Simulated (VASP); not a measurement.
**VASP 6.6.1 run: NaF**

INCAR

```
PREC = Accurate
NBANDS = 14
NSW = 0
ISMEAR = -1
LREAL = .FALSE.
GGA = PE
SIGMA = 0.02
NELM = 120
ISIF = 2
IBRION = -1
LWAVE = .FALSE.
ENCUT = 520
LASPH = .TRUE.
EDIFF = 1E-7
LCHARG = .FALSE.
```

KPOINTS

```
KPOINTS created by Atomic Simulation Environment
0
Gamma
4 4 4
0 0 0
```

POSCAR

```
Na F
 1.0000000000000000
     0.0302683881000000    2.5395077740000001    2.5395077740000001
     2.5395077740000001    0.0302683881000000    2.5395077740000001
     2.5395077740000001    2.5395077740000001    0.0302683881000000
 Na  F
   1   1
Cartesian
  0.0071472626019380  0.0071472626019380  0.0071472626019380
  1.2701737214230620  1.2701737214230620  1.2701737214230620
```

The recommended PBE PAW datasets give the neutral cell 14 valence electrons.

Command

```
mpirun -np 1 vasp_std
```

OSZICAR

```
N       E                     dE             d eps       ncg     rms          rms(c)
DAV:   1     0.107859019808E+03    0.10786E+03   -0.79822E+03   376   0.114E+03
DAV:   2    -0.281814107259E+01   -0.11068E+03   -0.10230E+03   388   0.325E+02
DAV:   3    -0.949906615466E+01   -0.66809E+01   -0.66630E+01   466   0.730E+01
DAV:   4    -0.956332886508E+01   -0.64263E-01   -0.64260E-01   418   0.804E+00
DAV:   5    -0.956406507476E+01   -0.73621E-03   -0.73621E-03   454   0.866E-01    0.605E+00
DAV:   6    -0.838295772656E+01    0.11811E+01   -0.41742E+00   514   0.166E+01    0.206E+00
DAV:   7    -0.836644019592E+01    0.16518E-01   -0.35892E-02   370   0.199E+00    0.119E+00
DAV:   8    -0.837695051377E+01   -0.10510E-01   -0.43426E-02   382   0.329E+00    0.203E-01
DAV:   9    -0.837948478447E+01   -0.25343E-02   -0.82639E-03   400   0.944E-01    0.184E-01
DAV:  10    -0.837915438032E+01    0.33040E-03   -0.29728E-03   430   0.702E-01    0.173E-02
DAV:  11    -0.837915844018E+01   -0.40599E-05   -0.63467E-05   406   0.858E-02    0.576E-03
DAV:  12    -0.837916512745E+01   -0.66873E-05   -0.18872E-05   412   0.374E-02    0.693E-03
DAV:  13    -0.837916459782E+01    0.52963E-06   -0.22470E-06   448   0.152E-02    0.103E-03
DAV:  14    -0.837916457672E+01    0.21105E-07   -0.11462E-07   412   0.434E-03
   1 F= -.83791646E+01 E0= -.83791646E+01  d E =-.638586E-12
```

From OUTCAR

```
k-points           NKPTS =     13   k-points in BZ     NKDIM =     13   number of bands    NBANDS=     14

   NELECT =      14.0000    total number of electrons

   dimension x,y,z NGX =    28 NGY =   28 NGZ =   28
   dimension x,y,z NGXF=    56 NGYF=   56 NGZF=   56

  energy-cutoff  :      520.00
  volume of cell :       32.17
      direct lattice vectors                 reciprocal lattice vectors
     0.030268388  2.539507774  2.539507774    -0.200444047  0.198083095  0.198083095
     2.539507774  0.030268388  2.539507774     0.198083095 -0.200444047  0.198083095
     2.539507774  2.539507774  0.030268388     0.198083095  0.198083095 -0.200444047

 k-points in reciprocal lattice and weights: KPOINTS created by Atomic Simulation Env
   0.00000000  0.00000000  0.00000000       0.016
   0.25000000 -0.00000000 -0.00000000       0.094
   0.50000000 -0.00000000 -0.00000000       0.047
   0.25000000  0.25000000 -0.00000000       0.094
   0.50000000  0.25000000 -0.00000000       0.188
  -0.25000000  0.25000000  0.00000000       0.094
   0.50000000  0.50000000 -0.00000000       0.047
   0.25000000  0.25000000  0.25000000       0.031
   ...

 E-fermi :  -2.8307

 k-point     1 :       0.0000    0.0000    0.0000
  band No.  band energies     occupation
      1     -22.1921      2.00000
      2     -22.1916      2.00000
      3     -22.1916      2.00000
      4     -22.1158      2.00000
      5      -3.3924      2.00000
      6      -3.3549      2.00000
      7      -3.3549      2.00000
      8       2.2702      0.00000
      9      15.7643      0.00000
     10      16.1662      0.00000
     11      16.1662      0.00000
     12      17.4226      0.00000
     13      17.7189      0.00000
     14      17.7189      0.00000

 k-point     2 :       0.2500   -0.0000   -0.0000
  band No.  band energies     occupation
      1     -22.6222      2.00000
      2     -22.1981      2.00000
      3     -22.1948      2.00000
      4     -21.6585      2.00000
      5      -3.8555      2.00000
      6      -3.4042      2.00000
      7      -3.3783      2.00000
      8       3.8006      0.00000
      9      11.6280      0.00000
     10      14.5765      0.00000
     11      14.8440      0.00000
     12      17.1502      0.00000
     13      17.5549      0.00000
     14      17.7552      0.00000

 k-point     3 :       0.5000   -0.0000   -0.0000
  band No.  band energies     occupation
      1     -22.8022      2.00000
      2     -22.2045      2.00000
      3     -22.2007      2.00000
      4     -21.4500      2.00000
      5      -4.2203      2.00000
      6      -3.4203      2.00000
      7      -3.4018      2.00000
      8       6.6606      0.00000
      9       7.6177      0.00000
     10      13.7065      0.00000
     11      13.9713      0.00000
     12      17.1525      0.00000
     13      18.2940      0.00000
     14      18.5086      0.00000

 k-point     4 :       0.2500    0.2500   -0.0000
  band No.  band energies     occupation
      1     -22.6862      2.00000
      2     -22.2067      2.00000
      3     -22.2052      2.00000
      4     -21.5689      2.00000
      5      -3.8687      2.00000
      6      -3.4634      2.00000
      7      -3.4345      2.00000
      8       4.1877      0.00000
      9      11.6644      0.00000
     10      14.0781      0.00000
     11      14.2925      0.00000
     12      14.4596      0.00000
     13      18.4135      0.00000
     14      20.0203      0.00000

 ...

  Total        0.4623554      0.4623554      0.4623554     -0.0313824     -0.0313824     -0.0313824
  in kB       23.0272620     23.0272620     23.0272620     -1.5629770     -1.5629770     -1.5629770
  external PRESSURE =      23.0272620 kB  Pullay stress =       0.0000000 kB

 POSITION                                       TOTAL-FORCE (eV/Angst)
 -----------------------------------------------------------------------------------
      0.00715      0.00715      0.00715         0.000111      0.000111      0.000111
      1.27017      1.27017      1.27017        -0.000111     -0.000111     -0.000111
 -----------------------------------------------------------------------------------
    total drift:                               -0.000053     -0.000053     -0.000053

  FREE ENERGIE OF THE ION-ELECTRON SYSTEM (eV)
  ---------------------------------------------------
  free  energy   TOTEN  =        -8.3791645767 eV

  energy  without entropy=       -8.3791645767  energy(sigma->0) =       -8.37916458
```

It converged. Results: gap between bands v and c on the k mesh 5.63 eV; least direct gap on the k mesh 5.63 eV; pressure 2.3 GPa. Band v is the last that the valence electrons fill when counted band by band, and c is the next.

For comparison, a separate PBE run of the intended cell, on usual settings and not on those above, gives a gap of 5.63 eV on its mesh and a pressure of 2.3 GPa.

The run above took about 6.9 s on one core of a shared host (Intel Xeon Platinum 8488C) and held 0.14 GiB at most.
